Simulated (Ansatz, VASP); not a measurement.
Y: VASP beside Ansatz

```xyz
2
Lattice="3.5483 0.0000 0.0000 -1.7741 3.0729 0.0000 0.0000 0.0000 5.4939" Properties=species:S:1:pos:R:3 pbc="T T T"
Y     0.0000    2.0486    1.3735
Y     1.7741    1.0243    4.1205
```

Alike in both runs: functional LDA; k mesh 12 × 12 × 6; occupations gaussian, width 0.1 eV; no spin polarisation.

Ansatz relaxed the structure, and its values are those at the end. VASP's run is a single point on that final structure, the one shown.

```csv
,VASP,Ansatz
version,VASP 6.6.1,Ansatz 0.2.0
potentials or method,"VASP PAW LDA potentials, release 64 (Y_sv)","scalar-relativistic, plane waves, PAW"
plane-wave cutoff (eV),520,600
valence electrons in the cell,22,22
```

```csv
,VASP,Ansatz,Ansatz less VASP
gap on the k mesh at the Fermi level (eV),none,none,-
pressure (GPa),-0.1,0.0,+0.14
```

A gap of «none» marks a metal or a gap that the smearing closes. Ansatz warned: «pseudo_functional_mismatch».
